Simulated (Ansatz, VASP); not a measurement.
This is a calculation of W for VASP 6.6.1.

The input INCAR:

```
ALGO = Fast
EDIFF = 1E-7
ENCUT = 520
GGA = RP
ISIF = 2
ISMEAR = -1
LASPH = True
LCHARG = False
LMAXMIX = 4
LREAL = False
LWAVE = False
NBANDS = 13
NELM = 100
PREC = Accurate
SIGMA = 0.05
```

The input KPOINTS:

```
k-points
0
Gamma
  12 12 12
```

File POSCAR:

```
W
1.0
   -1.5823450000      1.5823450000      1.5823450000
    1.5823450000     -1.5823450000      1.5823450000
    1.5823450000      1.5823450000     -1.5823450000
W
1
Direct
    0.0000000000      0.0000000000      0.0000000000
```

KPOINTS_OPT

```
path GHNGPH,PN
10
line-mode
reciprocal
 0.0000000000  0.0000000000  0.0000000000  G
 0.5000000000 -0.5000000000  0.5000000000  H

 0.5000000000 -0.5000000000  0.5000000000  H
 0.0000000000  0.0000000000  0.5000000000  N

 0.0000000000  0.0000000000  0.5000000000  N
 0.0000000000  0.0000000000  0.0000000000  G

 0.0000000000  0.0000000000  0.0000000000  G
 0.2500000000  0.2500000000  0.2500000000  P

 0.2500000000  0.2500000000  0.2500000000  P
 0.5000000000 -0.5000000000  0.5000000000  H

 0.2500000000  0.2500000000  0.2500000000  P
 0.0000000000  0.0000000000  0.5000000000  N
```

Potentials or basis: VASP PAW PBE potentials, release 64 (W_sv).

The run is started by

```console
$ cat potpaw_PBE.64/W_sv/POTCAR > POTCAR
$ mpirun -np 1 vasp_std > vasp.out
```

Question: Set up the same calculation for Ansatz 0.2.0. Potentials there: Ansatz PAW.

Answer: As run (the cutoff follows the program's own potentials):

Contents of input.yaml:

```yaml
crystal:
  lattice:
    - [-1.582345, 1.582345, 1.582345]
    - [1.582345, -1.582345, 1.582345]
    - [1.582345, 1.582345, -1.582345]
  atoms:
    - { symbol: W, position: [0.0, 0.0, 0.0] }
hamiltonian:
  xc: rpbe
  pseudopotentials: { kind: paw }
kpoints:
  mp_grid: { grid: [12, 12, 12] }
  band_path:
    path:
      - [[0.0, 0.0, 0.0], [0.5, -0.5, 0.5], [0.0, 0.0, 0.5], [0.0, 0.0, 0.0], [0.25, 0.25, 0.25], [0.5, -0.5, 0.5]]
      - [[0.25, 0.25, 0.25], [0.0, 0.0, 0.5]]
    npoints: 14
scf:
  occupations: { method: fermi_dirac, width: 0.05 }
  n_extra_bands: 6
output:
  forces: true
  stress: true
  eigenvalues: true
  fatbands: false
```

Potentials or basis: Ansatz PAW.

The run is started by

```sh
$ ansatz run input.yaml --threads 2 --pin off --max-ram 5632MiB --backend cpu --events-out ev --progress --plain --runs-dir out
```

Both were run:

|  | VASP | Ansatz | Ansatz less VASP |
| --- | --- | --- | --- |
| gap on the k mesh at the Fermi level (eV) | none | none | - |
| pressure (GPa) | 10.3 | 9.7 | -0.59 |

A gap of «none» marks a metal or a gap that the smearing closes. With one functional, cell and mesh, what is left measures potentials, basis and numerics.

Caveats: spin-orbit coupling is left out, which moves the levels of the heavy elements; the PAW data sets were made with another functional, which shifts forces and pressure a little (VASP); the PAW data sets come from PBE, with cores solved anew for the run's functional, which leaves a small shift of forces and pressure (Ansatz).
